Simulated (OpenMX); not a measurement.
**CsSnBr3 under changes of volume**

One of the cells (40.611 Å³/atom); the others are scaled copies at fixed shape and fractional positions:

```
Cs Sn Br
1.0
     5.87768    0.00000    0.00000
     0.00000    5.87768    0.00000
     0.00000    0.00000    5.87768
Cs Sn Br
1 1 3
Direct
  0.00000 0.00000 0.00000
  0.50000 0.50000 0.50000
  0.00000 0.50000 0.50000
  0.50000 0.50000 0.00000
  0.50000 0.00000 0.50000
```

The cell is a database's computed one.

| Item | Value |
| --- | --- |
| Program | OpenMX 3.8.5 |
| Functional | PBE |
| Potentials or basis | OpenMX 2013 PBE set, Cs12.0-s3p2d2, Sn7.0-s3p2d2, Br7.0-s3p2d2, fixed grid of 80 × 80 × 80 points |
| k mesh | 5 × 5 × 5 |
| Occupations | fermi-dirac, width 0.05 eV |
| Spin | no spin polarisation |

```csv
volume (Å³/atom),energy over the lowest point (meV/atom),gap on the mesh (eV)
37.426,27.16,1.73
38.222,?,?
39.019,8.89,1.80
40.611,0.86,1.86
41.408,0.00,1.89
42.204,0.97,1.92
```

**Question.** What does the run at 38.222 Å³/atom give?

**Answer.** Energy over the lowest point 16.63 meV/atom; gap on the mesh 1.76 eV.

Worked out: A Birch-Murnaghan fit of order 3 (a polynomial in V^(-2/3)) to the other rows has its minimum at 41.37 Å³/atom with B0 = V·E''(V) = 19.1 GPa and B' = 4.9. It gives 16.60 meV/atom at 38.222 Å³/atom, against the run's 16.63. A straight line through the other rows of the gap, of slope 1.57 eV per unit of ln V (its deformation potential), gives 1.76 eV, against the run's 1.76.

Energies are extrapolated to zero smearing.

Caveats: the basis has few d functions beyond the semicore shells, which can make volumes several per cent too large; spin-orbit coupling is left out, which moves the levels of the heavy elements; an odd mesh through Γ misses points on the zone boundary, where band edges often lie; the basis of atomic orbitals isn't converged, which shifts pressures, moduli and gaps.
